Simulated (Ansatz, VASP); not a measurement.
**CaO (Lime) in two plane-wave programs**

One calculation is typed for both programs; each brings its own data sets. How far apart do they land? The cell is taken from a series of runs on this material, whose earlier steps may have relaxed, scaled, displaced or heated it; both programs get it as it stands.

Method: plane waves, with VASP 6.6.1 beside it; elastic constants at LDA, in Ansatz 0.2.0.

### Step 1. Set-up

The structure is cubic, space group Fm-3m (No. 225). Conventional cell: a = 4.708 Å, b = 4.708 Å, c = 4.708 Å, α = 90.00°, β = 90.00°, γ = 90.00°. Nearest to Ca lie 6 O at 2.35 Å. O has 6 Ca at 2.35 Å nearest. Farther neighbours and most contacts between anions are not listed.

### Step 2. VASP: elastic constants, LDA, pair 1

Elastic constants are differences of stresses under small strains, so they test the stress and the mesh.

Lines of VASP's logs that name or quote its potential files are left out, and so is its time.

Contents of INCAR:

```
SYSTEM = CaO
PREC = Accurate
ENCUT = 600
EDIFF = 1E-08
NELM = 120
ISMEAR = 0
SIGMA = 0.02
LREAL = .FALSE.
ALGO = Normal
GGA = PW92
NBANDS = 14
LORBIT = 11
LWAVE = .FALSE.
LCHARG = .FALSE.
ISIF = 3
IBRION = 6
NFREE = 2
POTIM = 0.015
NSW = 1
LASPH = .TRUE.
GGA_COMPAT = .FALSE.
EFERMI = MIDGAP
KPAR = 2
```

Contents of POSCAR:

```
CaO
1.0
    0.0000000000      2.3539881328      2.3539881328
    2.3539881328      0.0000000000      2.3539881328
    2.3539881328      2.3539881328      0.0000000000
Ca O
1 1
Direct
    0.0000000000      0.0000000000      0.0000000000
    0.5000000000      0.5000000000      0.5000000000
```

Contents of KPOINTS:

```
Automatic mesh
0
Gamma
8 8 8
0 0 0
```

PAW data sets: Ca_sv and O (LDA family, release 64).

On the command line:

```sh
mpirun -np 2 vasp_std
```

Numbers of over 12 decimals in the logs are rounded to 6 here.

The program printed:

```text
[banner, memory and clock lines left out]
running    2 mpi-ranks, on    1 nodes
 distrk:  each k-point on    1 cores,    2 groups
 distr:  one band on    1 cores,    1 groups

 POSCAR found type information on POSCAR CaO
 POSCAR found :  2 types and       2 ions
|                                                                             |
|               ----> ADVICE to this user running VASP <----                  |
|                                                                             |
|     You enforced a specific xc type in the INCAR file but a different       |
|     [... a line on the potential file left out ...]
|     I HOPE YOU KNOW WHAT YOU ARE DOING!                                     |
|                                                                             |

 LDA part: xc-table for (Slater(with rela. corr.)+PW92), standard interpolation
 POSCAR, INCAR and KPOINTS ok, starting setup
 FFT: planning ... GRIDC
 FFT: planning ... GRID_SOFT
 FFT: planning ... GRID
 WAVECAR not read
 entering main loop
       N       E                     dE             d eps       ncg     rms          rms(c)
DAV:   1     0.136397056397E+03    0.13640E+03   -0.92520E+03   812   0.132E+03
DAV:   2    -0.997432811850E+01   -0.14637E+03   -0.13754E+03  1018   0.327E+02
DAV:   3    -0.157702807797E+02   -0.57960E+01   -0.57597E+01   902   0.672E+01
DAV:   4    -0.159527781927E+02   -0.18250E+00   -0.18232E+00  1192   0.103E+01
DAV:   5    -0.159547155527E+02   -0.19374E-02   -0.19373E-02   918   0.110E+00    0.848E+00
DAV:   6    -0.143560337898E+02    0.15987E+01   -0.54501E+00   868   0.235E+01    0.362E+00
DAV:   7    -0.142610235576E+02    0.95010E-01   -0.51891E-01  1022   0.756E+00    0.176E+00
DAV:   8    -0.142277031875E+02    0.33320E-01   -0.75283E-02   964   0.286E+00    0.288E-01
DAV:   9    -0.142271194712E+02    0.58372E-03   -0.61180E-03  1018   0.572E-01    0.104E-01
DAV:  10    -0.142272674996E+02   -0.14803E-03   -0.34469E-04   958   0.222E-01    0.404E-02
DAV:  11    -0.142272430226E+02    0.24477E-04   -0.50580E-05  1122   0.822E-02    0.660E-03
DAV:  12    -0.142272425579E+02    0.46470E-06   -0.39905E-06   904   0.213E-02    0.295E-03
DAV:  13    -0.142272424734E+02    0.84504E-07   -0.29507E-07  1256   0.444E-03    0.652E-04
DAV:  14    -0.142272424701E+02    0.32212E-08   -0.10199E-08   636   0.104E-03
   1 F= -.14227242E+02 E0= -.14227242E+02  d E =0.000000E+00
[... from here on, the cycles between the ionic steps are left out ...]
   2 F= -.14224384E+02 E0= -.14224384E+02  d E =0.000000E+00
   3 F= -.14220237E+02 E0= -.14220237E+02  d E =0.000000E+00
   9 F= -.14225798E+02 E0= -.14225798E+02  d E =0.000000E+00
  10 F= -.14225798E+02 E0= -.14225798E+02  d E =0.000000E+00
  11 F= -.14225798E+02 E0= -.14225798E+02  d E =0.000000E+00
  12 F= -.14225798E+02 E0= -.14225798E+02  d E =0.000000E+00
  13 F= -.14225798E+02 E0= -.14225798E+02  d E =0.000000E+00
  14 F= -.14226822E+02 E0= -.14226822E+02  d E =0.000000E+00
  15 F= -.14226822E+02 E0= -.14226822E+02  d E =0.000000E+00
  16 F= -.14226822E+02 E0= -.14226822E+02  d E =0.000000E+00
 Finite differences progress:
  Degree of freedom:   8/  8
  Displacement:        1/  2
  Total:              15/ 16
 bond charge predicted
       N       E                     dE             d eps       ncg     rms          rms(c)
DAV:   1    -0.142258829692E+02    0.93952E-03   -0.38681E+00  1664   0.127E+01    0.193E-01
DAV:   2    -0.142273421058E+02   -0.14591E-02   -0.27432E-02  1916   0.130E+00    0.107E-01
DAV:   3    -0.142268513465E+02    0.49076E-03   -0.16251E-03  1874   0.334E-01    0.432E-02
DAV:   4    -0.142268249591E+02    0.26387E-04   -0.24085E-04  1838   0.139E-01    0.201E-02
DAV:   5    -0.142268239329E+02    0.10262E-05   -0.11038E-05  1838   0.314E-02    0.132E-02
DAV:   6    -0.142268224787E+02    0.14541E-05   -0.32351E-06  1928   0.196E-02    0.155E-03
DAV:   7    -0.142268224896E+02   -0.10861E-07   -0.55684E-07  1706   0.660E-03    0.994E-04
DAV:   8    -0.142268224876E+02    0.19545E-08   -0.18613E-08  1656   0.147E-03
  17 F= -.14226822E+02 E0= -.14226822E+02  d E =0.000000E+00
 Finite differences progress:
  Degree of freedom:   8/  8
  Displacement:        2/  2
  Total:              16/ 16
```

Parts of OUTCAR (step 2):

```text
ion  position               nearest neighbor table
   1  0.000  0.000  0.000-   2 2.35   2 2.35   2 2.35   2 2.35   2 2.35   2 2.35
   2  0.500  0.500  0.500-   1 2.35   1 2.35   1 2.35   1 2.35   1 2.35   1 2.35

  LATTYP: Found a face centered cubic cell.
 ALAT       =     4.7079762656

 Subroutine GETGRP returns: Found 48 space group operations
 (whereof 48 operations were pure point group operations)

The static configuration has the point symmetry O_h .

 Found     29 irreducible k-points:

   k-points           NKPTS =     29   k-points in BZ     NKDIM =     29   number of bands    NBANDS=     14

   dimension x,y,z NGX =    28 NGY =   28 NGZ =   28
   dimension x,y,z NGXF=    56 NGYF=   56 NGZF=   56

   ENCUT  =  600.0 eV  44.10 Ry    6.64 a.u.   6.65  6.65  6.65*2*pi/ulx,y,z

   NELECT =      16.0000    total number of electrons

 k-points in reciprocal lattice and weights: Automatic mesh
   0.00000000  0.00000000  0.00000000       0.002
   0.12500000  0.00000000  0.00000000       0.016
   0.25000000  0.00000000  0.00000000       0.016
   0.37500000  0.00000000  0.00000000       0.016
   0.50000000  0.00000000  0.00000000       0.008
   0.12500000  0.12500000  0.00000000       0.012
   0.25000000  0.12500000  0.00000000       0.047
   0.37500000  0.12500000  0.00000000       0.047
   0.50000000  0.12500000  0.00000000       0.047
[...]
-0.37500000  0.50000000  0.12500000       0.023
  -0.25000000  0.50000000  0.25000000       0.012

 average (electrostatic) potential at core
       1 -43.1686       2 -71.0607

 E-fermi :   4.0959

 k-point     1 :       0.0000    0.0000    0.0000
  band No.  band energies     occupation
    ...
      4     -15.4383      2.00000
      5     -12.9458      2.00000
      6       2.3837      2.00000
      7       2.3837      2.00000
      8       2.3837      2.00000
      9       7.4728      0.00000
     10       8.6339      0.00000
     11       8.6350      0.00000
     12       8.6350      0.00000
     13      10.3071      0.00000
    ...

 k-point     2 :       0.1250    0.0000    0.0000
  band No.  band energies     occupation
    ...
      4     -15.4482      2.00000
      5     -12.6351      2.00000
      6       1.8125      2.00000
      7       2.1415      2.00000
      8       2.1423      2.00000
      9       8.1649      0.00000
     10       8.6013      0.00000
     11       8.9270      0.00000
     12       8.9270      0.00000
     13      10.7236      0.00000
    ...

 k-point     3 :       0.2500    0.0000    0.0000
  band No.  band energies     occupation
    ...
      4     -15.4717      2.00000
      5     -12.0532      2.00000
      6       0.7325      2.00000
      7       1.6291      2.00000
      8       1.6296      2.00000
      9       8.6929      0.00000
     10       9.6517      0.00000
     11       9.6970      0.00000
     12       9.6973      0.00000
     13      11.7178      0.00000
    ...

  Total        0.1243738      0.1169929      0.1169929     -0.0000000      0.0000000      0.0000000
  in kB        7.6383025      7.1850078      7.1850078     -0.0000000      0.0000000      0.0000000
  external PRESSURE =       7.3361060 kB  Pullay stress =       0.0000000 kB

  energy-cutoff  :      600.00
  volume of cell :       26.09
      direct lattice vectors                 reciprocal lattice vectors
     0.000000000  2.353988133  2.353988133    -0.212405489  0.212405489  0.212405489
     2.353988133  0.000000000  2.353988133     0.212405489 -0.212405489  0.212405489
     2.353988133  2.353988133  0.000000000     0.212405489  0.212405489 -0.212405489

 POSITION                                       TOTAL-FORCE (eV/Angst)
 -----------------------------------------------------------------------------------
      0.00000      0.00000      0.00000        -0.056005      0.000000      0.000000
      2.33899      2.35399      2.35399         0.056005      0.000000      0.000000
 -----------------------------------------------------------------------------------
    total drift:                               -0.000211      0.000000      0.000000

  FREE ENERGIE OF THE ION-ELECTRON SYSTEM (eV)
  ---------------------------------------------------
  free  energy   TOTEN  =       -14.2268224876 eV

  energy  without entropy=      -14.2268224876  energy(sigma->0) =      -14.22682249

  SYMMETRIZED ELASTIC MODULI (kBar)
 Direction    XX          YY          ZZ          XY          YZ          ZX
 --------------------------------------------------------------------------------
 XX        2686.6616    625.1069    625.1069      0.0000      0.0000      0.0000
 YY         625.1069   2686.6616    625.1069     -0.0000     -0.0000      0.0000
 ZZ         625.1069    625.1069   2686.6616      0.0000     -0.0000      0.0000
 XY           0.0000     -0.0000      0.0000    791.1415      0.0000      0.0000
 YZ           0.0000     -0.0000     -0.0000      0.0000    791.1415      0.0000
 ZX           0.0000      0.0000      0.0000      0.0000      0.0000    791.1415
 --------------------------------------------------------------------------------

 Eigenvectors and eigenvalues of the dynamical matrix
 ----------------------------------------------------

   1 f  =    8.934775 THz    56.138846 2PiTHz  298.032010 cm-1    36.951243 meV
             X         Y         Z           dx          dy          dz
      0.000000  0.000000  0.000000     0.000000    0.000000   -0.534322
      2.353988  2.353988  2.353988     0.000000    0.000000    0.845281

   2 f  =    8.934775 THz    56.138846 2PiTHz  298.032010 cm-1    36.951243 meV
             X         Y         Z           dx          dy          dz
      0.000000  0.000000  0.000000    -0.000000   -0.534322    0.000000
      2.353988  2.353988  2.353988     0.000000    0.845281    0.000000

   3 f  =    8.934775 THz    56.138846 2PiTHz  298.032010 cm-1    36.951243 meV
             X         Y         Z           dx          dy          dz
      0.000000  0.000000  0.000000     0.534322    0.000000    0.000000
      2.353988  2.353988  2.353988    -0.845281    0.000000    0.000000

   4 f/i=    0.001815 THz     0.011407 2PiTHz    0.060557 cm-1     0.007508 meV
             X         Y         Z           dx          dy          dz
      0.000000  0.000000  0.000000    -0.713258    0.453610    0.000000
      2.353988  2.353988  2.353988    -0.450868    0.286738    0.000000

   5 f/i=    0.001815 THz     0.011407 2PiTHz    0.060557 cm-1     0.007508 meV
             X         Y         Z           dx          dy          dz
      0.000000  0.000000  0.000000     0.000000    0.000000    0.845281
      2.353988  2.353988  2.353988     0.000000    0.000000    0.534322

   6 f/i=    0.001815 THz     0.011407 2PiTHz    0.060557 cm-1     0.007508 meV
             X         Y         Z           dx          dy          dz
      0.000000  0.000000  0.000000     0.453610    0.713258    0.000000
      2.353988  2.353988  2.353988     0.286738    0.450868    0.000000

 ELASTIC MODULI CONTR FROM IONIC RELAXATION (kBar)
 Direction    XX          YY          ZZ          XY          YZ          ZX
 --------------------------------------------------------------------------------
 XX           0.0000      0.0000      0.0000      0.0000      0.0000      0.0000
 YY           0.0000      0.0000      0.0000      0.0000      0.0000      0.0000
 ZZ           0.0000      0.0000      0.0000      0.0000      0.0000      0.0000
 XY           0.0000      0.0000      0.0000      0.0000      0.0000      0.0000
 YZ           0.0000      0.0000      0.0000      0.0000      0.0000      0.0000
 ZX           0.0000      0.0000      0.0000      0.0000      0.0000      0.0000
 --------------------------------------------------------------------------------

 TOTAL ELASTIC MODULI (kBar)
 Direction    XX          YY          ZZ          XY          YZ          ZX
 --------------------------------------------------------------------------------
 XX        2686.6616    625.1069    625.1069      0.0000      0.0000      0.0000
 YY         625.1069   2686.6616    625.1069     -0.0000     -0.0000      0.0000
 ZZ         625.1069    625.1069   2686.6616      0.0000     -0.0000      0.0000
 XY           0.0000     -0.0000      0.0000    791.1415      0.0000      0.0000
 YZ           0.0000     -0.0000     -0.0000      0.0000    791.1415      0.0000
 ZX           0.0000      0.0000      0.0000      0.0000      0.0000    791.1415
 --------------------------------------------------------------------------------

 total charge
# of ion       s       p       d       tot
------------------------------------------
    1        2.046   5.885   0.342   8.274
    2        1.537   3.455   0.000   4.992
--------------------------------------------------
tot          3.584   9.340   0.342  13.266

[... 3 further parts left out ...]
```

CONTCAR:

```
CaO
   1.00000000000000
     0.0000000000000000    2.3539881328000001    2.3539881328000001
     2.3539881328000001    0.0000000000000000    2.3539881328000001
     2.3539881328000001    2.3539881328000001    0.0000000000000000
  Ca              O
     1     1
Direct
     0.0000000000000000    0.0000000000000000    0.0000000000000000
     0.5031860823321479    0.4968139176678520    0.4968139176678519
```

The last energy, forces, stress and levels in OUTCAR belong to the last displaced cell, not to the cell of POSCAR.

Levels, forces or a CONTCAR printed for this step are those of its last displaced cell, not of the structure at rest.

(Part 1 of 2 ends here.)

[Lines on the potential files, build, host, timing and source positions are cut from VASP's logs without a mark.]

[Logs are printed without paths, hosts, clocks, repeated set-up lines and the standing remarks that a program may print on its own settings, such as how far it seeks lower states.]

[Hosts, paths, dates, database ids (printed as entryN), source tags and the programs' standing remarks are cut or masked in the printed files.]
